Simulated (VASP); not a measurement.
Here is a VASP 6.6.1 calculation.

The input INCAR:

```
PREC     = Accurate       # precision mode
ENCUT    = 700            # plane-wave cutoff, eV
EDIFF    = 1E-7           # SCF threshold, eV
ISMEAR   = 1              # smearing method
SIGMA    = 0.1            # smearing width, eV
LREAL    = F              # projectors in reciprocal space
LASPH    = T              # aspherical terms in the spheres
NELM     = 120            # most SCF steps
ALGO     = Normal         # electronic algorithm
ISIF     = 3              # what is computed and relaxed
LWAVE    = F              # write WAVECAR
LCHARG   = F              # write CHGCAR
GGA      = PE             # functional
IBRION   = 2              # ionic algorithm
NSW      = 60             # ionic steps
EDIFFG   = -0.005         # ionic threshold
```

KPOINTS

```
regular mesh
0
Gamma
  16 16 16
```

File POSCAR:

```
NbN
1.0
    0.0000000000      2.1950000000      2.1950000000
    2.1950000000      0.0000000000      2.1950000000
    2.1950000000      2.1950000000      0.0000000000
Nb N
1 1
Direct
    0.0000000000      0.0000000000      0.0000000000
    0.5000000000      0.5000000000      0.5000000000
```

Potentials or basis: VASP PAW PBE potentials, release 64 (Nb_sv, N).

Run with:

```bash
$ cat potpaw_PBE.64/Nb_sv/POTCAR potpaw_PBE.64/N/POTCAR > POTCAR
$ mpirun -np 1 vasp_std > vasp.out
```

Problem. Estimate the relaxed cell.

Solution. a = 3.124 Å, b = 3.124 Å, c = 3.124 Å, α = 60.00°, β = 60.00°, γ = 60.00°.

Problem. What does it give for the relaxed volume?

Solution. 10.78 Å³/atom.

Problem. Estimate the space group after relaxing (to 0.05 Å).

Solution. Fm-3m (No. 225).

Step by step:
```csv
step,energy change (eV),largest force (eV/Å),pressure (GPa),volume (Å³)
1,0.0000,0.0000,6.17,21.15
2,0.0233,0.0000,-11.11,22.42
3,-0.0077,0.0000,-0.05,21.56
```
